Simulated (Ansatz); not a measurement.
Consider BeO in the wurtzite structure (space group P6_3mc, No. 186).

```xyz
4
Lattice="2.6905 0.0000 0.0000 -1.3452 2.3300 0.0000 0.0000 0.0000 4.3699" Properties=species:S:1:pos:R:3 pbc="T T T"
Be     1.3452     0.7767     0.0063
Be     0.0000     1.5534     2.1913
O      1.3452     0.7767     2.7257
O      0.0000     1.5534     0.5408
```

Cartesian axes are those of the cell as printed.

The values are results of plane-wave PAW DFT at the r2SCAN level (Ansatz, a program for electronic structure, 500 eV), no SOC, not measurements.

The change: the cell is scaled by 0.9909 in all directions; the atoms relax in the strained cell.

Task: Predict the stress tensor and what it implies for the stiffness.

Result: Stress of the strained cell less that of the base (GPa, compression positive):
```
   6.51    0.00    0.00
   0.00    6.51    0.00
   0.00    0.00    6.49
```

Then B = −ΔP/(ΔV/V₀) with ΔV/V₀ = -0.0271 gives secant stiffness values (nonlinear terms included at this strain): B (at held cell shape, above the free-shape value) ≈ 240 GPa.

No phonon test of stability was made.
